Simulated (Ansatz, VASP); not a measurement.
# One calculation of Ca, two programs

```xyz
3
Lattice="6.2097 0.0000 0.0000 -3.1049 5.3778 0.0000 0.0000 0.0000 3.6972" Properties=species:S:1:pos:R:3 pbc="T T T"
Ca    0.0000    0.0000    0.0000
Ca    0.0000    3.5852    1.8486
Ca    3.1049    1.7926    1.8486
```

Alike in both runs: functional PBEsol; k mesh 9 × 9 × 12; occupations gaussian, width 0.1 eV; no spin polarisation.

Ansatz relaxed the structure, and its values are those at the end. VASP's run is a single point on that final structure, the one shown.

|  | VASP | Ansatz |
| --- | --- | --- |
| version | VASP 6.6.1 | Ansatz 0.2.0 |
| potentials or method | VASP PAW PBE potentials, release 64 (Ca_sv) | scalar-relativistic, plane waves, PAW |
| plane-wave cutoff (eV) | 520 | 420 |
| valence electrons in the cell | 30 | 30 |

```csv
,VASP,Ansatz,Ansatz less VASP
gap on the k mesh at the Fermi level (eV),none,none,-
pressure (GPa),0.0,0.0,-0.02
```

A gap of «none» marks a metal or a gap that the smearing closes.

Caveats: the PAW data sets were made with another functional, which shifts forces and pressure a little (VASP).
